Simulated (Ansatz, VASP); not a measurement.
# KF in VASP and in Ansatz

```
CELL_PARAMETERS angstrom
0.00000 2.53982 2.74034
2.53982 0.00000 2.74034
2.53982 2.53982 0.00000
ATOMIC_POSITIONS crystal
K 0.00000 0.00000 0.00000
F 0.50000 0.50000 0.50000
```

Change from the starting cell: strain -0.050 along x and y, +0.025 along z, atoms carried along.

Alike in both runs: task single point; functional PBE; k mesh 8 × 8 × 8; occupations gaussian, width 0.05 eV; no spin polarisation.

|  | VASP | Ansatz |
| --- | --- | --- |
| version | VASP 6.6.1 | Ansatz 0.2.0 |
| potentials or method | VASP PAW PBE potentials, release 64 (K_sv, F) | scalar-relativistic, plane waves, PAW |
| plane-wave cutoff (eV) | 520 | 420 |
| valence electrons in the cell | 16 | 16 |

VASP gave:

```
gap on the k mesh at the Fermi level (eV)       : 6.49
least direct gap on the mesh (eV)               : 6.49
pressure (GPa)                                  : 5.4
largest component of the traceless stress (GPa) : 4.05
```

Estimate Ansatz's values.

gap on the k mesh at the Fermi level (eV): 6.51; least direct gap on the mesh (eV): 6.51; pressure (GPa): 5.2; largest component of the traceless stress (GPa): 3.90.

A k mesh can miss the band edges.
